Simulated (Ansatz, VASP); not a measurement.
**Two plane-wave programs on Ru**

File INCAR:

```
SYSTEM = Ru
PREC = Accurate ; ENCUT = 520
EDIFF = 1E-6 ; ISMEAR = 0
SIGMA = 0.15 ; LREAL = .FALSE.
LASPH = .TRUE. ; NELM = 80
ALGO = Fast ; ISIF = 2
LWAVE = .FALSE. ; LCHARG = .FALSE.
GGA = PS ; NBANDS = 21
```

KPOINTS

```
Automatic mesh
0
G
  18 18 10
  0 0 0
```

The input POSCAR:

```
Ru
1.0
    2.7614993361      0.0000000000      0.0000000000
   -1.3807496681      2.3915285776      0.0000000000
    0.0000000000      0.0000000000      4.2523798378
Ru
2
Direct
    0.3333333333      0.6666666667      0.2500000000
    0.6666666667      0.3333333333      0.7500000000
```

Input for Ansatz:

```yaml
crystal:
  lattice:
    - [2.7614993361, 0.0, 0.0]
    - [-1.3807496681, 2.3915285776, 0.0]
    - [0.0, 0.0, 4.2523798378]
  atoms:
    - { symbol: Ru, position: [0.3333333333, 0.6666666667, 0.25] }
    - { symbol: Ru, position: [0.6666666667, 0.3333333333, 0.75] }
basis:
  ecutwfc: 420
kpoints:
  mp_grid: { grid: [18, 18, 10] }
hamiltonian:
  xc: pbesol
  pseudopotentials: { kind: paw, azcp: { folder: soft_1 } }
scf:
  occupations: { method: gaussian, width: 0.15 }
output:
  forces: true
  stress: true
  eigenvalues: true
```

Change from the starting cell: mode 5 frozen in at +0.000 Å, equal normal strain along x and y +0.0267.

Alike in both runs: task single point; functional PBEsol; k mesh 18 × 18 × 10; occupations gaussian, width 0.15 eV; no spin polarisation.

|  | VASP | Ansatz |
| --- | --- | --- |
| version | VASP 6.6.1 | Ansatz 0.2.0 |
| potentials or method | VASP PAW PBE potentials, release 64 (Ru_pv) | scalar-relativistic, plane waves, PAW |
| plane-wave cutoff (eV) | 520 | 420 |
| valence electrons in the cell | 28 | 32 |

```tsv
	VASP	Ansatz	Ansatz less VASP
gap on the k mesh at the Fermi level (eV)	none	none	-
pressure (GPa)	-15.7	-15.6	+0.18
largest component of the traceless stress (GPa)	6.14	6.16	+0.016
```

A gap of «none» marks a metal or a gap that the smearing closes. With one functional, cell and mesh, what is left measures potentials, basis and numerics. The two sets of potentials don't hold the same shells in valence. Ansatz warned: «pseudo_functional_mismatch».

Caveats: so large a pressure means that the cell lies far from this level's equilibrium, or that cutoff or potentials fall short (VASP); the potentials were made for another functional, which shifts forces and pressure (VASP).
